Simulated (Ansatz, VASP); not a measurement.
Two plane-wave programs on Ni

INCAR

```
SYSTEM = Ni
PREC     = Accurate       ! precision mode
ENCUT    = 520            ! plane-wave cutoff, eV
EDIFF    = 1E-7           ! SCF threshold, eV
ISMEAR   = 0              ! smearing method
SIGMA    = 0.05           ! smearing width, eV
LREAL    = .False.        ! projectors in reciprocal space
LASPH    = .True.         ! aspherical terms in the spheres
NELM     = 150            ! most SCF steps
ALGO     = Normal         ! electronic algorithm
ISIF     = 2              ! what is computed and relaxed
LWAVE    = .False.        ! write WAVECAR
LCHARG   = .False.        ! write CHGCAR
ISPIN    = 2              ! spin polarisation
MAGMOM   = 2              ! initial moments
LORBIT   = 11             ! projections on sites
LMAXMIX  = 4              ! l up to which the mixer works
GGA      = PE             ! functional
NBANDS   = 15             ! bands
```

Contents of KPOINTS:

```
Automatic mesh
0
Gamma
  13 13 13
  0 0 0
```

File POSCAR:

```
Ni
1.0
    0.0000000000      1.7758000000      1.7758000000
    1.7758000000      0.0000000000      1.7758000000
    1.7758000000      1.7758000000      0.0000000000
Ni
1
Direct
    0.0000000000      0.0000000000      0.0000000000
```

Input for Ansatz:

```yaml
crystal:
  lattice:
    - [0.0, 1.7758, 1.7758]
    - [1.7758, 0.0, 1.7758]
    - [1.7758, 1.7758, 0.0]
  atoms:
    - { symbol: Ni, position: [0.0, 0.0, 0.0], spin: 2.0 }
magnetization:
  spin_polarized: true
hamiltonian:
  xc: pbe
  pseudopotentials: { kind: paw }
basis:
  ecutwfc: 420
kpoints:
  mp_grid: { grid: [13, 13, 13] }
scf:
  occupations: { method: gaussian, width: 0.05 }
  lower_state_search: "off"
  max_iter: 60
output:
  forces: true
  stress: true
```

Alike in both runs: task single point; functional PBE; k mesh 13 × 13 × 13; occupations gaussian, width 0.05 eV; collinear spin.

|  | VASP | Ansatz |
| --- | --- | --- |
| version | VASP 6.6.1 | Ansatz 0.2.0 |
| potentials or method | VASP PAW PBE potentials, release 64 (Ni) | PAW, plane waves, scalar-relativistic |
| plane-wave cutoff (eV) | 520 | 420 |
| valence electrons in the cell | 10 | 18 |

Ansatz gave:

* pressure (GPa): -5.4
* net moment per atom (μB): 0.64
* size of the moment on the site where the two differ most (μB): 0.68

Task: Estimate VASP's values.

Result: Pressure (GPa): -5.3; net moment per atom (μB): 0.63; size of the moment on the site where the two differ most (μB): 0.65.

Site moments also hang on the region over which each program counts them. The functional is the same, so the differences come from potentials, cutoffs and numerics. The two sets of potentials don't hold the same shells in valence.
